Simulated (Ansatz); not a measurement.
# An O–O split interstitial in rocksalt MgO, 65 atoms, charge −2

Aim: let the atoms about the defect relax, then find its formation energy and its levels in the gap by PBEsol and HSE06.

Method: density functional theory in Ansatz 0.2.0, PAW datasets, plane waves.

## (1) The system as built

65 atoms (33 O, 32 Mg); a = 8.429 Å, b = 8.429 Å, c = 8.429 Å, α = 90.00°, β = 90.00°, γ = 90.00°. All atoms were shaken off their sites by about 0.02 Å along each axis. Defect site 1: (0.250, 0.500, 0.500).

Plan of the steps: (2) PBEsol relaxation at the single k point (¼, ¼, ¼), on 1 × NVIDIA GB300 Max-Q with 8 threads of Arm Neoverse-V2; (3) HSE06 single point at the single k point (¼, ¼, ¼), on 1 × NVIDIA GB300 Max-Q with 8 threads of Arm Neoverse-V2.

## (2) PBEsol relaxation in the fixed cell

in.yaml reads:

```yaml
crystal:
  lattice:
    - [8.428808, 0.000000, 0.000000]
    - [0.000000, 8.428808, 0.000000]
    - [0.000000, 0.000000, 8.428808]
  atoms:
    - { symbol: O, position: [0.249919, 0.002397, 0.000385] }
    - { symbol: O, position: [0.247836, 0.001112, 0.499712] }
    - { symbol: O, position: [0.250421, 0.502255, 0.998693] }
    - { symbol: O, position: [0.191367, 0.440201, 0.500876] }
    - { symbol: O, position: [0.751904, 0.997033, 0.001726] }
    - { symbol: O, position: [0.745206, 0.997141, 0.499104] }
    - { symbol: O, position: [0.752148, 0.498615, 0.000941] }
    - { symbol: O, position: [0.749030, 0.499088, 0.501690] }
    - { symbol: O, position: [0.000638, 0.251823, 0.999723] }
    - { symbol: O, position: [0.997198, 0.253315, 0.500693] }
    - { symbol: O, position: [0.999579, 0.751603, 0.003308] }
    - { symbol: O, position: [0.002828, 0.751672, 0.503358] }
    - { symbol: O, position: [0.499252, 0.246528, 0.999141] }
    - { symbol: O, position: [0.499198, 0.250932, 0.501596] }
    - { symbol: O, position: [0.497791, 0.745789, 0.997627] }
    - { symbol: O, position: [0.505052, 0.749007, 0.500591] }
    - { symbol: O, position: [0.997371, 0.001486, 0.249921] }
    - { symbol: O, position: [0.999673, 0.995911, 0.753160] }
    - { symbol: O, position: [0.997347, 0.498205, 0.247574] }
    - { symbol: O, position: [0.999061, 0.501065, 0.752045] }
    - { symbol: O, position: [0.499209, 0.000444, 0.252228] }
    - { symbol: O, position: [0.503554, 0.999202, 0.752015] }
    - { symbol: O, position: [0.492993, 0.500597, 0.249528] }
    - { symbol: O, position: [0.496563, 0.494166, 0.748709] }
    - { symbol: O, position: [0.248672, 0.252581, 0.252596] }
    - { symbol: O, position: [0.251718, 0.250934, 0.750764] }
    - { symbol: O, position: [0.252766, 0.748529, 0.252970] }
    - { symbol: O, position: [0.251219, 0.750047, 0.750983] }
    - { symbol: O, position: [0.750061, 0.247668, 0.252349] }
    - { symbol: O, position: [0.755537, 0.248500, 0.753310] }
    - { symbol: O, position: [0.755091, 0.745318, 0.251375] }
    - { symbol: O, position: [0.751793, 0.750088, 0.752041] }
    - { symbol: O, position: [0.312298, 0.557963, 0.501030] }
    - { symbol: Mg, position: [0.996614, 0.997720, 0.001829] }
    - { symbol: Mg, position: [0.996687, 0.998468, 0.500857] }
    - { symbol: Mg, position: [0.997875, 0.498691, 0.993234] }
    - { symbol: Mg, position: [0.000063, 0.495850, 0.502400] }
    - { symbol: Mg, position: [0.499164, 0.001145, 0.998645] }
    - { symbol: Mg, position: [0.498801, 0.002090, 0.500790] }
    - { symbol: Mg, position: [0.502229, 0.501293, 0.003620] }
    - { symbol: Mg, position: [0.500947, 0.498913, 0.504071] }
    - { symbol: Mg, position: [0.250084, 0.247875, 0.002079] }
    - { symbol: Mg, position: [0.247578, 0.250457, 0.501869] }
    - { symbol: Mg, position: [0.245808, 0.751577, 0.000982] }
    - { symbol: Mg, position: [0.247161, 0.745798, 0.500692] }
    - { symbol: Mg, position: [0.754423, 0.251420, 0.998803] }
    - { symbol: Mg, position: [0.750417, 0.247959, 0.496882] }
    - { symbol: Mg, position: [0.752245, 0.748480, 0.997626] }
    - { symbol: Mg, position: [0.753671, 0.747813, 0.497399] }
    - { symbol: Mg, position: [0.254924, 0.004065, 0.249097] }
    - { symbol: Mg, position: [0.254275, 0.999243, 0.746095] }
    - { symbol: Mg, position: [0.248936, 0.497222, 0.248798] }
    - { symbol: Mg, position: [0.248293, 0.503906, 0.751659] }
    - { symbol: Mg, position: [0.753928, 0.999351, 0.252777] }
    - { symbol: Mg, position: [0.743872, 0.997715, 0.753228] }
    - { symbol: Mg, position: [0.753068, 0.503579, 0.252415] }
    - { symbol: Mg, position: [0.749480, 0.498523, 0.752077] }
    - { symbol: Mg, position: [0.997671, 0.248182, 0.248896] }
    - { symbol: Mg, position: [0.995436, 0.246582, 0.746187] }
    - { symbol: Mg, position: [0.999094, 0.747452, 0.252698] }
    - { symbol: Mg, position: [0.003056, 0.748837, 0.754261] }
    - { symbol: Mg, position: [0.497775, 0.247574, 0.246368] }
    - { symbol: Mg, position: [0.498507, 0.251008, 0.749123] }
    - { symbol: Mg, position: [0.499277, 0.752045, 0.247306] }
    - { symbol: Mg, position: [0.501296, 0.748163, 0.747760] }
  symmetry: { detect: false }
kpoints:
  mp_grid: { grid: [1, 1, 1], shift: [0.25, 0.25, 0.25] }
hamiltonian:
  xc: pbesol
total_charge: -2
scf:
  occupations: { method: fermi_dirac, width: 0.01 }
relax:
  f_tol: 0.03
  max_steps: 80
  escape_saddle: false
  adjacent_minimum: "off"
output:
  forces: true
  eigenvalues: true
  populations: true
  charged_corrections: { epsilon: 9.8 }
```

Run with:

```
$ ansatz run in.yaml --threads 8 --pin off --max-ram 118750MiB --runs-dir r --events-out ev --progress --plain --backend cuda --devices 0,
```

After this run come: HSE06 single point.

What does the calculation give? Wanted: for each run, formation energy; host gap; top filled to lowest empty.

**Answer**, as computed:

| level | time | formation energy (eV) | host gap (eV) | top filled to lowest empty (eV) |
| --- | --- | --- | --- | --- |
| PBEsol, relaxation | 11 s (GPU) | 10.51 | 4.61 | 3.35 |
| HSE06 | 15 s (GPU) | 12.93 | 6.48 | 5.14 |

| quantity | value |
| --- | --- |
| relaxation | 13 recorded steps, 7.46 eV gained |
| largest shift | 1.30 Å (O33) |

Relaxation gains 7.46 eV, with shifts up to 1.30 Å (O33). The formation energy at E_F = VBM goes from 10.51 eV (PBEsol) to 12.93 eV (HSE06), as the host gap goes from 4.61 to 6.48 eV. The reservoirs are the elements' reference phases; where the defect changes the composition, the value depends on that choice. HSE06 puts 5 localised levels over 0.1 eV inside the gap, at 0.12 (filled), 0.64 (filled), 2.40 (filled), 2.43 (filled) eV (the lowest four), the tightest of them shared by about 3 atoms. Those within 0.2 eV of an edge lie within the error of lining up the edges. The host's edges were read at Γ, so band-like levels at this k point need not coincide with them. Finite-cell errors of some tenths of an eV remain in such numbers. The dielectric constant of 9.8 in the correction is an assumed value.
